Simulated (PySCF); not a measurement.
**Isomers of C5H12: computed energies against enthalpies of formation**

**What was measured.**

CRC Handbook of Chemistry and Physics lists, for the gas at 298.15 K: enthalpy of formation of `CCC(C)C` -153.6 kJ/mol; enthalpy of formation of `CCCCC` (pentane) -146.9 kJ/mol.

The runs below try to reproduce these values; the comparison stands at the end.

Differences of these values give the isomerisation enthalpies. Geometries: PBE0-D3(BJ)/def2-TZVP; runs in PySCF, gas phase, with a dispersion term only where the level names one. Total electronic energies (Eh):

```tsv
SMILES	PBE0-D3(BJ)/def2-TZVP	PBE0/pcSseg-2
CCC(C)C	-197.59580	-197.58860
CCCCC	-197.59499	-197.58862
```

Geometry of `CCC(C)C` (Å):
```
atom  x, y, z in Å
C1     1.8563   -0.8599    0.3532
C2     0.8064    0.2000    0.6398
C3    -0.2949    0.3066   -0.4125
C4    -1.1275   -0.9643   -0.5040
C5    -1.1852    1.5077   -0.1300
H6     2.3253   -0.6934   -0.6210
H7     1.4300   -1.8653    0.3475
H8     2.6466   -0.8454    1.1071
H9     1.2968    1.1759    0.7283
H10    0.3414    0.0061    1.6148
H11    0.1914    0.4644   -1.3850
H12   -0.5253   -1.8322   -0.7795
H13   -1.9179   -0.8612   -1.2518
H14   -1.6061   -1.1797    0.4570
H15   -1.6787    1.4015    0.8416
H16   -0.6081    2.4358   -0.1093
H17   -1.9660    1.6127   -0.8875
```

Geometry of `CCCCC` (Å):
```
atom  x, y, z in Å
C1    -2.551   -0.076    0.123
C2    -1.228    0.482    0.618
C3    -0.022   -0.218    0.013
C4     1.308    0.333    0.499
C5     2.505   -0.369   -0.117
H6    -3.400    0.450    0.564
H7    -2.633    0.013   -0.964
H8    -2.649   -1.136    0.373
H9    -1.172    1.553    0.391
H10   -1.180    0.402    1.710
H11   -0.075   -1.291    0.238
H12   -0.070   -0.139   -1.081
H13    1.355    1.405    0.275
H14    1.354    0.252    1.591
H15    2.500   -0.271   -1.207
H16    3.447    0.043    0.249
H17    2.496   -1.438    0.116
```

Zero-point and thermal terms are left out, so the computed numbers are electronic energies.

## Comparison

Relative to `CCC(C)C`, the lowest by measurement, in kJ/mol (measured: enthalpies at 298.15 K; computed: electronic energies):

| SMILES | measured | PBE0-D3(BJ)/def2-TZVP | PBE0/pcSseg-2 |
| --- | --- | --- | --- |
| CCC(C)C | 0.0 | 0.0 | 0.0 |
| CCCCC | 6.7 | 2.1 | 0.0 |

Measured values: -153.6 kJ/mol (298.15 K; CRC Handbook of Chemistry and Physics) for the first row; the others come from the same table. Unsigned miss: PBE0-D3(BJ)/def2-TZVP 4.6, PBE0/pcSseg-2 6.7 kJ/mol. One conformer stands for `CCC(C)C` and `CCCCC`, not necessarily the lowest, while the measurement averages over conformers. Where a level misses, the cause wasn't examined.
